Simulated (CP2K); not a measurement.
# Pd (Fm-3m) in CP2K: settings compared

One crystal, Pd, is run at these levels: WC, optB88-vdW, revPBE, SCAN; tasks: atomic charges.

All numbers are computed with CP2K 2026.2; they aren't measurements. Logs are shortened: lines on timing, memory, paths and dates and some standing lists are left out, and cuts for length are marked.

## Step 1: Starting point

It takes space group Fm-3m (No. 225, cubic). Conventional cell: a = 3.893 Å, b = 3.893 Å, c = 3.893 Å, α = 90.00°, β = 90.00°, γ = 90.00°. Pd (site symmetry m-3m) is surrounded by 12 Pd at 2.75 Å.

## Step 2: Atomic charges, WC

pd_charges.inp reads:

```
&GLOBAL
  PROJECT pd_charges
  RUN_TYPE ENERGY_FORCE
  PRINT_LEVEL LOW
&END GLOBAL
&FORCE_EVAL
  METHOD QS
  STRESS_TENSOR ANALYTICAL
  &DFT
    BASIS_SET_FILE_NAME BASIS_MOLOPT_UZH
    POTENTIAL_FILE_NAME POTENTIAL_UZH
    &MGRID
      CUTOFF 750
      REL_CUTOFF 60
      NGRIDS 4
    &END MGRID
    &QS
      METHOD GPW
      EPS_DEFAULT 1.0E-9
    &END QS
    &KPOINTS
      SCHEME MONKHORST-PACK 12 12 12
      GAMMA_CENTERED T
      SYMMETRY T
      SYMMETRY_BACKEND SPGLIB
    &END KPOINTS
    &SCF
      SCF_GUESS ATOMIC
      EPS_SCF 1.0E-6
      MAX_SCF 100
      ADDED_MOS 11
      CHOLESKY OFF
      EPS_EIGVAL 1.0E-7
      &DIAGONALIZATION ON
        ALGORITHM STANDARD
      &END DIAGONALIZATION
      &MIXING ON
        METHOD BROYDEN_MIXING
        ALPHA 0.4
        BETA 1.5
        NBUFFER 8
      &END MIXING
      &SMEAR ON
        METHOD FERMI_DIRAC
        ELECTRONIC_TEMPERATURE 580.23
      &END SMEAR
    &END SCF
    &XC
      &XC_FUNCTIONAL
        &GGA_X_WC
        &END GGA_X_WC
        &GGA_C_PBE
        &END GGA_C_PBE
      &END XC_FUNCTIONAL
    &END XC
    &PRINT
      &KPOINTS ON
      &END KPOINTS
      &MULLIKEN ON
      &END MULLIKEN
      &MO ON
        ENERGIES T
        OCCUPATION_NUMBERS T
        &EACH
          QS_SCF 0
        &END EACH
        ADD_LAST NUMERIC
      &END MO
      &LOWDIN ON
      &END LOWDIN
      &HIRSHFELD ON
        SHAPE_FUNCTION DENSITY
      &END HIRSHFELD
      &VORONOI ON
        VORONOI_RADII COVALENT
      &END VORONOI
    &END PRINT
  &END DFT
  &SUBSYS
    &CELL
      ABC 2.7527666992 2.7527666992 2.7527666992
      ALPHA_BETA_GAMMA 60.0000000001 60.0000000001 60.0000000000
      PERIODIC XYZ
    &END CELL
    &COORD
      SCALED
      Pd  0.0000000000 0.0000000000 0.0000000000
    &END COORD
    &KIND Pd
      BASIS_SET TZVP-MOLOPT-PBE-GTH-q18
      POTENTIAL GTH-PBE-q18
    &END KIND
    &PRINT
      &ATOMIC_COORDINATES ON
      &END ATOMIC_COORDINATES
      &CELL ON
      &END CELL
    &END PRINT
  &END SUBSYS
  &PRINT
    &FORCES ON
    &END FORCES
    &STRESS_TENSOR ON
    &END STRESS_TENSOR
  &END PRINT
&END FORCE_EVAL
```

Potentials or basis: POTENTIAL_UZH Pd GTH-PBE-q18; TZVP-MOLOPT-PBE-GTH basis.

On the command line:

```
> OMP_NUM_THREADS=1 cp2k.psmp -i pd_charges.inp -o pd_charges.out
```

pd_charges.out:

```text

 CP2K| version string:                                       CP2K version 2026.2
 CP2K| Input file name                                            pd_charges.inp

 GLOBAL| Force Environment number                                              1
 GLOBAL| Basis set file name                                    BASIS_MOLOPT_UZH
 GLOBAL| Potential file name                                       POTENTIAL_UZH
 GLOBAL| MM Potential file name                                     MM_POTENTIAL
 GLOBAL| Coordinate file name                                      __STD_INPUT__
 GLOBAL| Method name                                                        CP2K
 GLOBAL| Project name                                                 pd_charges
 GLOBAL| Run type                                                   ENERGY_FORCE
 GLOBAL| FFT library                                                       FFTW3
[... 8 lines left out ...]
 GLOBAL| CPU model name                                                  UNKNOWN

 CELL| Volume [angstrom^3]:                                            14.750041
 CELL| Vector a [angstrom]:       2.753     0.000     0.000   |a| =     2.752767
 CELL| Vector b [angstrom]:       1.376     2.384     0.000   |b| =     2.752767
 CELL| Vector c [angstrom]:       1.376     0.795     2.248   |c| =     2.752767
 CELL| Angle (b,c), alpha [degree]:                                    60.000000
 CELL| Angle (a,c), beta  [degree]:                                    60.000000
 CELL| Angle (a,b), gamma [degree]:                                    60.000000
 CELL| Numerically orthorhombic:                                              NO
 CELL| Periodicity                                                           XYZ

 CELL_REF| Volume [angstrom^3]:                                        14.750041
 CELL_REF| Vector a [angstrom     2.753     0.000     0.000   |a| =     2.752767
 CELL_REF| Vector b [angstrom     1.376     2.384     0.000   |b| =     2.752767
 CELL_REF| Vector c [angstrom     1.376     0.795     2.248   |c| =     2.752767
 CELL_REF| Angle (b,c), alpha [degree]:                                60.000000
 CELL_REF| Angle (a,c), beta  [degree]:                                60.000000
 CELL_REF| Angle (a,b), gamma [degree]:                                60.000000
 CELL_REF| Numerically orthorhombic:                                          NO
 CELL_REF| Periodicity                                                       XYZ
[... 9 lines left out ...]
 TOTAL NUMBERS AND MAXIMUM NUMBERS

  Total number of            - Atomic kinds:                                   1
                             - Atoms:                                          1
                             - Shell sets:                                     1
                             - Shells:                                        11
                             - Primitive Cartesian functions:                  7
                             - Cartesian basis functions:                     41
                             - Spherical basis functions:                     35

  Maximum angular momentum of- Orbital basis functions:                        3
                             - Local part of the GTH pseudopotential:          2
                             - Non-local part of the GTH pseudopotential:      4

 MODULE QUICKSTEP: ATOMIC COORDINATES IN ANGSTROM

   Atom Kind Element         X             Y             Z       Z(eff)     Mass
      1    1 Pd   46      0.000000      0.000000      0.000000  18.0000 106.4200

 SCF PARAMETERS         Density guess:                                    ATOMIC
[... 9 lines left out ...]
                        --------------------------------------------------------
                        level_shift [a.u.]:                             0.000000
                        added MOs                                        11    0
                        --------------------------------------------------------
                        Mixing method:                            BROYDEN_MIXING
[... 11 lines left out ...]
 *******************************************************************************
 BRILLOUIN| K-point scheme                                        Monkhorst-Pack
 BRILLOUIN| K-Point grid                                            12   12   12
 BRILLOUIN| Gamma-centered k-point mesh                                     ON
 BRILLOUIN| K-point symmetry accuracy                               0.100000E-05
 BRILLOUIN| K-Point point group symmetrization                                ON
 BRILLOUIN| Symmetry backend                                             SPGLIB
 BRILLOUIN| Symmetry reduction method                                    SPGLIB
 BRILLOUIN| Wavefunction type                                            COMPLEX
 BRILLOUIN| List of Kpoints [2 Pi/Bohr]                                       72
 BRILLOUIN| Number           Weight            X              Y              Z
 BRILLOUIN|     1           0.00463       -0.41667       -0.41667       -0.41667
 BRILLOUIN|     2           0.01389       -0.41667       -0.41667       -0.33333
 BRILLOUIN|     3           0.01389       -0.41667       -0.41667       -0.25000
 BRILLOUIN|     4           0.01389       -0.41667       -0.41667       -0.16667
 BRILLOUIN|     5           0.01389       -0.41667       -0.41667       -0.08333
 BRILLOUIN|     6           0.00347       -0.41667       -0.41667        0.00000
[... 32 lines left out ...]
 BRILLOUIN|    39           0.01389       -0.33333       -0.33333       -0.25000
 BRILLOUIN|    40           0.01389       -0.33333       -0.33333       -0.16667
 [... further k-points ...]
 *******************************************************************************

 Extrapolation method: initial_guess

 Number of electrons:                                                         18
 Number of occupied orbitals:                                                  9
 Number of molecular orbitals:                                                20

 Number of orbital functions:                                                 35
 Number of independent orbital functions:                                     35

 SCF WAVEFUNCTION OPTIMIZATION

  Step     Update method      Time    Convergence         Total energy    Change
  ------------------------------------------------------------------------------
     1 NoMix/Diag. 0.40E+00    8.7     0.42110671      -126.7616381159 -1.27E+02
     2 Broy./Diag. 0.40E+00    6.2     0.13199353      -129.0292718672 -2.27E+00
     3 Broy./Diag. 0.40E+00    6.2     0.09353125      -127.4530337033  1.58E+00
     4 Broy./Diag. 0.40E+00    6.2     0.03009998      -126.5838093626  8.69E-01
     5 Broy./Diag. 0.40E+00    6.2     0.00131238      -126.6192387924 -3.54E-02
     6 Broy./Diag. 0.40E+00    6.2     0.00058117      -126.5939591065  2.53E-02
     7 Broy./Diag. 0.40E+00    6.2     0.00033531      -126.5937646960  1.94E-04
     8 Broy./Diag. 0.40E+00    6.2     0.00008635      -126.5923159551  1.45E-03
     9 Broy./Diag. 0.40E+00    6.2     0.00000993      -126.5934555202 -1.14E-03
    10 Broy./Diag. 0.40E+00    6.3     0.00000910      -126.5934206020  3.49E-05
    11 Broy./Diag. 0.40E+00    6.2     0.00000059      -126.5934577041 -3.71E-05

  *** SCF run converged in    11 steps ***

  Electronic density on regular grids:        -17.9999999959        0.0000000041
  Core density on regular grids:               17.9999999939       -0.0000000061
  Total charge density on r-space grids:       -0.0000000020
  Total charge density g-space grids:          -0.0000000020

  Overlap energy of the core charge distribution:               0.00000000000000
  Self energy of the core charge distribution:               -221.15777161144405
  Core Hamiltonian energy:                                     52.94613747569851
  Hartree energy:                                              54.15134310742072
  Exchange-correlation energy:                                -12.53246445659860
  Electronic entropic energy:                                  -0.00070222006494
  Fermi energy:                                                 0.54297569075687

  Total energy:                                              -126.59345770408939
  Total energy (extrapolated to T->0):                       -126.59310659405692

 MO| EIGENVALUES AND OCCUPATION NUMBERS FOR K POINT 1
 MO|
 MO|  Index      Eigenvalue [a.u.]        Eigenvalue [eV]             Occupation
 MO|      1              -2.542759             -69.191999               2.000000
 MO|      2              -1.295481             -35.251835               2.000000
 MO|      3              -1.283052             -34.913615               2.000000
 MO|      4              -1.283052             -34.913615               2.000000
 MO|      5               0.346339               9.424359               2.000000
 MO|      6               0.437788              11.912826               2.000000
[... 12 lines left out ...]
 MO|     19               1.957195              53.257975               0.000000
 MO|     20               2.064532              56.178761               0.000000
 MO| Sum:                                                              19.777303
 MO| E(Fermi):            0.542976 a.u.         14.775120 eV
[... 315 lines left out ...]
 MO|  Index      Eigenvalue [a.u.]        Eigenvalue [eV]             Occupation
 MO|      1              -2.542933             -69.196731               2.000000
 MO|      2              -1.292366             -35.167056               2.000000
 MO|      3              -1.284657             -34.957305               2.000000
 MO|      4              -1.283029             -34.913002               2.000000
 MO|      5               0.366814               9.981516               2.000000
 MO|      6               0.433063              11.784248               2.000000
[... 12 lines left out ...]
 MO|     19               2.028627              55.201750               0.000000
 MO|     20               2.093654              56.971219               0.000000
 MO| Sum:                                                              18.000000
 MO| E(Fermi):            0.542976 a.u.         14.775120 eV

 [... the levels of further k-points ...]

 !-----------------------------------------------------------------------------!
                     Mulliken Population Analysis

 #  Atom  Element  Kind  Atomic population                           Net charge
       1     Pd       1         18.000000                             -0.000000
 # Total charge                             18.000000                 -0.000000

 !-----------------------------------------------------------------------------!

 !-----------------------------------------------------------------------------!
                           Hirshfeld Charges

  #Atom  Element  Kind  Ref Charge     Population                    Net charge
      1       Pd     1      18.000         18.000                        -0.000

  Total Charge                                                           -0.000
 !-----------------------------------------------------------------------------!

 VORONOI| Collecting electron density from MPI ranks and sending to library...
 VORONOI| Voronoi integration finished.

 LOWDIN POPULATION ANALYSIS

 #  Atom  Element  Kind  Atomic population                           Net charge
       1     Pd       1         18.000000                             -0.000000
 # Total charge                             18.000000                 -0.000000

 ENERGY| Total FORCE_EVAL ( QS ) energy [hartree]           -126.593456306051266

 FORCES| Atomic forces [hartree/bohr]
 FORCES|   Atom     x               y               z               |f|
 FORCES|      1  1.20868211E-14 -3.22239393E-15  1.94802512E-14   2.31507074E-14
 FORCES| Sum     1.20868211E-14 -3.22239393E-15  1.94802512E-14
 FORCES| Total atomic force                                       2.31507074E-14

 STRESS| Analytical stress tensor [bar]
 STRESS|                        x                   y                   z
 STRESS|      x        5.30753079393E+03   7.01109077153E-01   5.05862810899E-01
 STRESS|      y        7.01109077153E-01   5.30669370106E+03   2.72191344745E-01
 STRESS|      z        5.05862810899E-01   2.72191344745E-01   5.30649115331E+03
 STRESS| 1/3 Trace                                             5.30690521610E+03
 STRESS| Determinant                                           1.49459655062E+11

 STRESS| Eigenvectors and eigenvalues of the analytical stress tensor [bar]
 STRESS|                        1                   2                   3
 STRESS| Eigenvalues   5.30628018330E+03   5.30630542396E+03   5.30813004103E+03
 STRESS|      x          -0.530727609959     -0.207015004738      0.821871639516
 STRESS|      y           0.412481334545      0.784032079791      0.463845714123
 STRESS|      z           0.740396753558     -0.585182437938      0.330717646414
```

Run time: 85 s. Hardware: 1 thread of Arm Neoverse V2, shared host; peak memory 0.29 GiB.

Results:

```
Free energy            : -3444.7831 eV
Pressure               : 0.5 GPa
Band gap on the k mesh : none (metal or under the smearing width)
```

Caveat: the potentials were made for another functional, which shifts forces and pressure; the basis of atomic orbitals isn't converged, which shifts pressures, moduli and gaps.

## Step 3: Atomic charges, optB88-vdW

Changes to pd_charges.inp since step 2:

```diff
@@ -49,7 +49,15 @@
       &XC_FUNCTIONAL
-        &GGA_X_WC
-        &END GGA_X_WC
-        &GGA_C_PBE
-        &END GGA_C_PBE
+        &GGA_X_OPTB88_VDW
+        &END GGA_X_OPTB88_VDW
+        &LDA_C_PW
+        &END LDA_C_PW
       &END XC_FUNCTIONAL
+      &VDW_POTENTIAL
+        POTENTIAL_TYPE NON_LOCAL
+        &NON_LOCAL
+          TYPE DRSLL
+          KERNEL_FILE_NAME vdW_kernel_table.dat
+          CUTOFF 300
+        &END NON_LOCAL
+      &END VDW_POTENTIAL
     &END XC
```

Potentials or basis: POTENTIAL_UZH Pd GTH-PBE-q18; TZVP-MOLOPT-PBE-GTH basis.

On the command line:

```
> OMP_NUM_THREADS=1 cp2k.psmp -i pd_charges.inp -o pd_charges.out
```

pd_charges.out:

```text

 CP2K| version string:                                       CP2K version 2026.2
 CP2K| Input file name                                            pd_charges.inp

 GLOBAL| Force Environment number                                              1
 GLOBAL| Basis set file name                                    BASIS_MOLOPT_UZH
 GLOBAL| Potential file name                                       POTENTIAL_UZH
 GLOBAL| MM Potential file name                                     MM_POTENTIAL
 GLOBAL| Coordinate file name                                      __STD_INPUT__
 GLOBAL| Method name                                                        CP2K
 GLOBAL| Project name                                                 pd_charges
 GLOBAL| Run type                                                   ENERGY_FORCE
 GLOBAL| FFT library                                                       FFTW3
[... 8 lines left out ...]
 GLOBAL| CPU model name                                                  UNKNOWN

 CELL| Volume [angstrom^3]:                                            14.750041
 CELL| Vector a [angstrom]:       2.753     0.000     0.000   |a| =     2.752767
 CELL| Vector b [angstrom]:       1.376     2.384     0.000   |b| =     2.752767
 CELL| Vector c [angstrom]:       1.376     0.795     2.248   |c| =     2.752767
[... 554 lines left out ...]

 LOWDIN POPULATION ANALYSIS

 #  Atom  Element  Kind  Atomic population                           Net charge
       1     Pd       1         18.000000                             -0.000000
 # Total charge                             18.000000                 -0.000000

 ENERGY| Total FORCE_EVAL ( QS ) energy [hartree]           -126.833515784061888

 FORCES| Atomic forces [hartree/bohr]
 FORCES|   Atom     x               y               z               |f|
 FORCES|      1  2.36872018E-14  5.54254183E-15  1.10299174E-14   2.67107165E-14
 FORCES| Sum     2.36872018E-14  5.54254183E-15  1.10299174E-14
 FORCES| Total atomic force                                       2.67107165E-14

 STRESS| Analytical stress tensor [bar]
 STRESS|                        x                   y                   z
 STRESS|      x        8.80663821296E+04   1.95655916726E+00   1.39090925600E+00
 STRESS|      y        1.95655916726E+00   8.80641018013E+04   7.85869288797E-01
 STRESS|      z        1.39090925600E+00   7.85869288797E-01   8.80635377086E+04
 STRESS| 1/3 Trace                                             8.80646738798E+04
 STRESS| Determinant                                           6.82975607321E+14

 STRESS| Eigenvectors and eigenvalues of the analytical stress tensor [bar]
 STRESS|                        1                   2                   3
 STRESS| Eigenvalues   8.80629649221E+04   8.80629870837E+04   8.80680696337E+04
 STRESS|      x          -0.544971692937     -0.183657410363      0.818092787840
 STRESS|      y           0.447963009172      0.761006990137      0.469252068058
 STRESS|      z           0.708755949754     -0.622204400966      0.332455541549
```

voronoi:

```text
 1
# Step        0,  Time       0.0000 fs
# Cell         2.7527666992        0.0000000000        0.0000000000        1.3763833496        2.3839658922        0.0000000000        1.3763833496        0.7946552974        2.2476245980
# Atom     Z              Radius         Position(X)         Position(Y)         Position(Z)      Voronoi_Volume              Z(eff)              Charge           Dipole(X)           Dipole(Y)           Dipole(Z)     ChargeCenter(X)     ChargeCenter(Y)     ChargeCenter(Z)      Quadrupole(XX)      Quadrupole(XY)      Quadrupole(XZ)      Quadrupole(YX)      Quadrupole(YY)      Quadrupole(YZ)      Quadrupole(ZX)      Quadrupole(ZY)      Quadrupole(ZZ)
     1    46        1.3100000000        0.0000000000        0.0000000000        0.0000000000       14.7500409348       18.0000000000        0.0000000041       -0.7347960534        2.7981628582        4.5341687293        0.0004082200       -0.0015545349       -0.0025189826       -0.0356055016        0.0000032513        0.0000020036        0.0000032513       -0.0356083256       -0.0000060263        0.0000020036       -0.0000060263       -0.0356129303
```

Run time: 91 s. Hardware: 1 thread of Arm Neoverse V2, shared host; peak memory 0.32 GiB.

What came out:

```
Free energy            : -3451.3155 eV
Pressure               : 8.8 GPa
Band gap on the k mesh : none (metal or under the smearing width)
```

Caveat: the potentials were made for another functional, which shifts forces and pressure; the basis of atomic orbitals isn't converged, which shifts pressures, moduli and gaps.

[end of part 1 of 2]
